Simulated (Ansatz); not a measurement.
Band structure of Li$_{2}$O

```
Li O
1.0
     0.00000    2.30950    2.30950
     2.30950    0.00000    2.30950
     2.30950    2.30950    0.00000
Li O
2 1
Direct
  0.25000 0.25000 0.25000
  0.75000 0.75000 0.75000
  0.00000 0.00000 0.00000
```

Atom numbers follow the list: Li1, Li2, O3.

The cell is COD entry 1011372, as deposited and not checked against the literature; nothing was relaxed.

Method: Ansatz 0.2.0, DFT, PBEsol, all-electron LAPW, scalar-relativistic.

Settings: a Γ-centred 9×9×9 k mesh, Fermi–Dirac smearing of 0.03 eV, basis error target 0.5 meV/atom, no spin polarisation.

Points in fractions of the reciprocal vectors of this cell: Γ (0, 0, 0), X (0.5, 0, 0.5), U (0.625, 0.25, 0.625), K (0.375, 0.375, 0.75), L (0.5, 0.5, 0.5), W (0.5, 0.25, 0.75). The path runs Γ–X–U–K–Γ–L–W–X. Energies are in eV from the top of the valence band; (×n) counts levels within 4 meV of each other, which need not be degenerate by symmetry.

Task: Is there a gap, and where are the band edges?

Result: 4.83 eV, indirect from Γ to X (0.5, 0, 0.5).

Task: List the levels between -5 and 5 eV at the symmetry points.

Result: 
Γ: 0.00 (×3)
X: -1.61, -1.40 (×2), 4.83
U: -2.05, -1.52, -1.10
K: -2.05, -1.52, -1.10
L: -2.81, -0.45 (×2)
W: -1.86, -1.50 (×2)

Kohn–Sham gaps of semilocal functionals usually fall short of measured ones.
